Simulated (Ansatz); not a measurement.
Crystal: InPd.

```
In Pd
1.0
     3.27188    0.00000    0.00000
     0.00000    3.27188    0.00000
     0.00000    0.00000    3.27188
In Pd
1 1
Cartesian
  0.0000 0.0000 0.0000
  1.6359 1.6359 1.6359
```

The cell comes from a database or a generator and needn't be the stable form of this composition.

* Program: Ansatz 0.2.0
* Task: relaxation of cell and atoms
* Functional: PBE
* Potentials or basis: Ansatz PAW
* Cutoff: 420 eV (not typed: the program's choice for these potentials)
* k mesh: 8 × 8 × 8
* Occupations: fermi-dirac, width 0.05 eV
* Spin: no spin polarisation

At the start: volume 17.51 Å³/atom.

Task: Where does the relaxation end?

Result: It ends after 4 steps and the volume is 18.04 Å³/atom (+3.0 %); space group Pm-3m (No. 221, to 0.05 Å).

Step by step:
```tsv
step	energy change (eV)	largest force (eV/Å)	volume (Å³)
1	0.0000	0.0000	35.03
2	-0.0108	0.0000	36.17
3	-0.0110	0.0000	36.07
4	-0.0114	0.0000	36.07
```

Final structure:
```
In Pd
1.0
     3.30408    0.00000    0.00000
     0.00000    3.30408    0.00000
     0.00000    0.00000    3.30408
In Pd
1 1
Direct
  0.00000 0.00000 0.00000
  0.50000 0.50000 0.50000
```

Caveat: the plane-wave basis is chosen anew once the cell has moved, so the energies of steps on either side of that aren't comparable.
